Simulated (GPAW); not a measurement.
A run of GPAW 26.7.0 is set up as follows.

The input run.py:

```python
import json
import numpy as np
from ase import Atoms
from ase.dft.bandgap import bandgap
from ase.io import write
from gpaw import GPAW, PW
from gpaw.response.g0w0 import G0W0

atoms = Atoms(['N', 'B'],
              cell=[[0.0, 1.813001, 1.813001],
                    [1.813001, 0.0, 1.813001],
                    [1.813001, 1.813001, 0.0]],
              scaled_positions=[[0.25, 0.25, 0.25],
                                [0.0, 0.0, 0.0]],
              pbc=True)

calc = GPAW(mode=PW(600),
            xc='PBE',
            kpts={'size': (10, 10, 10), 'gamma': True},
            occupations={'name': 'fermi-dirac', 'width': 0.001},
            nbands=11,
            convergence={'density': 1e-06},
            maxiter=150,
            txt='gpaw.txt')
atoms.calc = calc
energy = atoms.get_potential_energy()
calc.write('gs.gpw')
write('result.traj', atoms)
print(f'Energy: {energy:.6f} eV')
print('Fermi level:', round(calc.get_fermi_level(), 4), 'eV')
print(f'Gap: {bandgap(calc)[0]:.4f} eV, direct: {bandgap(calc, direct=True)[0]:.4f} eV')

calc.diagonalize_full_hamiltonian(nbands=80)
calc.write('full.gpw', mode='all')

ibz = calc.get_ibz_k_points()
gap, vbm, cbm = bandgap(calc, output=None)
gap, direct, _ = bandgap(calc, direct=True, output=None)
gamma = int(np.abs(ibz).sum(1).argmin())
kpts = sorted({gamma, vbm[1], cbm[1], direct[1]})
gw = G0W0(calc='full.gpw',
          filename='gw',
          ecut=200,
          ecut_extrapolation=True,
          relbands=(-2, 2),
          kpts=kpts,
          integrate_gamma='WS',
          ppa=True)
gw.calculate()
results = {mode: {key: np.asarray(r[key]).tolist() for key in ['f', 'eps', 'vxc', 'exx', 'sigma', 'Z', 'qp', 'sigma_eskn']}
           for mode, r in gw.all_results.items()}
json.dump({'kpts': ibz[kpts].tolist(), 'results': results}, open('gw.json', 'w'))
for mode, r in results.items():
    f, qp = np.array(r['f']), np.array(r['qp'])
    print(mode, 'quasiparticle energies (eV):')
    print(qp.round(3))
    print(mode, 'gap:', round(qp[f < 0.5].min() - qp[f > 0.5].max(), 4), 'eV')
```

Potentials or basis: GPAW PAW data sets (gpaw-data 1.2.1), pw.

Run with:

```console
$ OMP_NUM_THREADS=1 python run.py
```

Task: Predict the quasiparticle gap.

Result: 6.16 eV.

Task: What does it give for the least direct quasiparticle gap?

Result: 11.08 eV.

Task: Predict the band gap on the k mesh, mean-field level.

Result: 4.44 eV, indirect (least direct gap 8.78 eV).

Caveat: the quasiparticle gap is taken among the few k points that were corrected; the long-wavelength limit can be off by a per cent or two.

**The experiment to reproduce.**

From a printed reference work, monograph, for a bulk crystal of BN at 300 K: band gap 6.4 eV (indirect).

A measured gap of BN is 6.4 eV (indirect; 300 K; a printed reference work, monograph); the calculated 6.16 eV misses it by -0.24 eV. The value is that of G0W0 on PBE, without temperature or zero-point motion. The cell is a database's relaxed one, not the measured one, which moves gaps too.
